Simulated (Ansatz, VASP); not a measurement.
**One calculation of TiO, two programs**

The input POSCAR:

```
TiO
1.0
    2.8516080131      0.0000000000      0.0000000000
   -1.4258040066      2.4695649810      0.0000000000
    0.0000000000      0.0000000000      5.5675030000
Ti O
2 2
Direct
    0.3333333333      0.6666666667      0.2500000000
    0.6666666667      0.3333333333      0.7500000000
    0.0000000000      0.0000000000      0.0000000000
    0.0000000000      0.0000000000      0.5000000000
```

Contents of INCAR.step1:

```
PREC = Accurate
ENCUT = 520
ISMEAR = 0
SIGMA = 0.1
LREAL = F
LASPH = T
NELM = 100
NBANDS = 26
GGA = PE
ALGO = Normal
EDIFF = 1E-4
LWAVE = T
LCHARG = F
```

Contents of INCAR.step2:

```
PREC = Accurate
ENCUT = 520
EDIFF = 1E-7
ISMEAR = 0
SIGMA = 0.1
LREAL = F
LASPH = T
NELM = 100
ALGO = Normal
ISIF = 2
LWAVE = F
LCHARG = T
METAGGA = R2SCAN
LMIXTAU = T
LELF = T
LVHAR = T
NBANDS = 26
ISTART = 1
```

Contents of KPOINTS:

```
regular mesh
0
Gamma
  6 6 4
```

Input for Ansatz:

```yaml
crystal:
  lattice:
    - [2.8516080131, 0.0, 0.0]
    - [-1.4258040066, 2.469564981, 0.0]
    - [0.0, 0.0, 5.567503]
  atoms:
    - { symbol: Ti, position: [0.3333333333, 0.6666666667, 0.25] }
    - { symbol: Ti, position: [0.6666666667, 0.3333333333, 0.75] }
    - { symbol: O, position: [0.0, 0.0, 0.0] }
    - { symbol: O, position: [0.0, 0.0, 0.5] }
basis:
  ecutwfc: 500
kpoints:
  mp_grid: { grid: [6, 6, 4] }
hamiltonian:
  xc: r2scan
scf:
  occupations: { method: gaussian, width: 0.1 }
output:
  forces: true
  stress: true
  eigenvalues: true
```

Alike in both runs: task single point; functional r2SCAN; k mesh 6 × 6 × 4; occupations gaussian, width 0.1 eV; no spin polarisation.

|  | VASP | Ansatz |
| --- | --- | --- |
| version | VASP 6.6.1 | Ansatz 0.2.0 |
| potentials or method | VASP PAW PBE potentials, release 64 (Ti_sv, O) | scalar-relativistic, plane waves, PAW |
| plane-wave cutoff (eV) | 520 | 500 |
| valence electrons in the cell | 36 | 36 |

```csv
,VASP,Ansatz,Ansatz less VASP
gap on the k mesh at the Fermi level (eV),none,none,-
pressure (GPa),-3.6,-5.3,-1.69
largest component of the traceless stress (GPa),1.21,0.94,-0.266
```

A gap of «none» marks a metal or a gap that the smearing closes.

Caveats: the k mesh is coarse (spacing up to 0.42 Å⁻¹), so the values aren't converged; the PAW data sets were made with another functional, which shifts forces and pressure a little (VASP); semilocal functionals often make such compounds metallic where correlation or magnetic order opens a gap, which also shifts bond lengths.
